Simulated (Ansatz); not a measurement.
## Generalised stacking fault in TiO$_{2}$

Theory: DFT r2SCAN, scalar-relativistic, plane waves, PAW (Ansatz). The runs took a 500 eV cutoff, a Γ-centred 6×6×3 mesh and Gaussian smearing (0.05 eV). No spin polarisation. Energies are free energies at this smearing, counted from the undisturbed cell; pressure is positive in compression.

The undisturbed cell (relaxed at this level):

```
Ti O
1.0
    -3.77794    0.00000    0.00000
     0.00000   -3.77794    0.00000
     0.00000    0.00000    9.58280
Ti O
4 8
Direct
  0.00000 0.00000 0.87500
  0.50000 0.50000 0.37500
  0.50000 0.00000 0.62500
  0.00000 0.50000 0.12500
  0.50000 0.50000 0.58230
  0.00000 0.00000 0.08230
  0.50000 0.00000 0.83230
  0.00000 0.50000 0.33230
  0.50000 0.00000 0.41770
  0.00000 0.50000 0.91770
  0.00000 0.00000 0.66770
  0.50000 0.50000 0.16770
```

The cut lies on the cell's a–b face, a (0 0 1) plane (indices in the standard cell, whose axes needn't be the Cartesian ones shown) of area 14.27 Å², between layers 1.58 Å apart. Vector c is tilted by f times 1·a − 1·b (length 5.343 Å) with the atoms' Cartesian places fixed: one unrelaxed fault a cell.

```
     f  γ (mJ/m²)
0.0000          0
0.0833        587
0.1667       2000
0.2500       3314
0.3333       4004
0.4167       4082
0.5000       3963
```

(1) Predict the shear traction, the slope of γ along the slip (GPa) at each point.

Results:

(1)
| f | shear traction, the slope of γ along the slip (GPa) |
| --- | --- |
| 0.0000 | 0.0 |
| 0.0833 | 25.2 |
| 0.1667 | 34.1 |
| 0.2500 | 23.1 |
| 0.3333 | 8.1 |
| 0.4167 | -3.1 |
| 0.5000 | 0.0 |

Cost: 7 runs of about 3.8 core-minutes in all, on Intel Xeon 6975P-C (Granite Rapids) (shared hosts).